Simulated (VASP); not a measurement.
Wanted: the native input for a VASP 6.6.1 run.

```yaml
Task: relaxation of shape and atoms at fixed volume
Functional: LDA
Potentials_or_basis: VASP PAW LDA potentials, release 64 (W_sv, Se)
Cutoff: 600 eV
k_mesh: 9 × 9 × 2
Occupations: gaussian, width 0.03 eV
Spin: no spin polarisation
Further_INCAR_settings: ALGO = Normal; EDIFF = 1e-07; IBRION = 2; EDIFFG = -0.01; NSW = 40; ISIF = 4
```

The structure of WSe2 lies in POSCAR:

```
WSe2                                    
1.0
    3.2551048316     -0.0000000000      0.0000000000
   -1.6275524158      2.8190034762     -0.0000000000
    0.0000000000      0.0000000000     12.8223122444
  W               Se            
     2     4
Direct
     0.3333333332999970    0.6666666667000030    0.2500000000000000
     0.6666666667000030    0.3333333332999970    0.7500000000000000
     0.3333333332999970    0.6666666667000030    0.6197343881858570
     0.6666666667000030    0.3333333332999970    0.1197343881858571
     0.3333333332999970    0.6666666667000030    0.8802656118141430
     0.6666666667000030    0.3333333332999970    0.3802656118141429
```

One way to write it, as run:

INCAR

```
SYSTEM = WSe2
PREC     = Accurate       ! precision mode
ENCUT    = 600            ! plane-wave cutoff, eV
EDIFF    = 1E-7           ! SCF threshold, eV
ISMEAR   = 0              ! smearing method
SIGMA    = 0.03           ! smearing width, eV
LREAL    = .False.        ! projectors in reciprocal space
LASPH    = .True.         ! aspherical terms in the spheres
NELM     = 80             ! most SCF steps
ALGO     = Normal         ! electronic algorithm
ISIF     = 4              ! what is computed and relaxed
LWAVE    = .False.        ! write WAVECAR
LCHARG   = .False.        ! write CHGCAR
IBRION   = 2              ! ionic algorithm
NSW      = 40             ! ionic steps
EDIFFG   = -0.01          ! ionic threshold
KPAR     = 2
```

KPOINTS

```
Automatic mesh
0
Gamma
  9 9 2
  0 0 0
```

Potentials or basis: VASP PAW LDA potentials, release 64 (W_sv, Se).

The run is started by

```bash
$ cat potpaw_LDA.64/W_sv/POTCAR potpaw_LDA.64/Se/POTCAR > POTCAR
$ mpirun -np 2 vasp_std > vasp.out
```

It gave:

| Item | Value |
| --- | --- |
| Pressure after relaxing | 0.0 GPa |
| Band gap on the k mesh | 0.98 eV, indirect (least direct gap 1.61 eV) |

Caveat: the relaxation stopped at its first step, so nothing moved; spin-orbit coupling is left out, which moves the levels of the heavy elements; an odd mesh through Γ misses points on the zone boundary, where band edges often lie.

Run time: 41 s on 2 MPI ranks on Intel(R) Xeon(R) Platinum 8488C (Sapphire Rapids), with other jobs on the host, peak memory 0.27 GiB a rank.
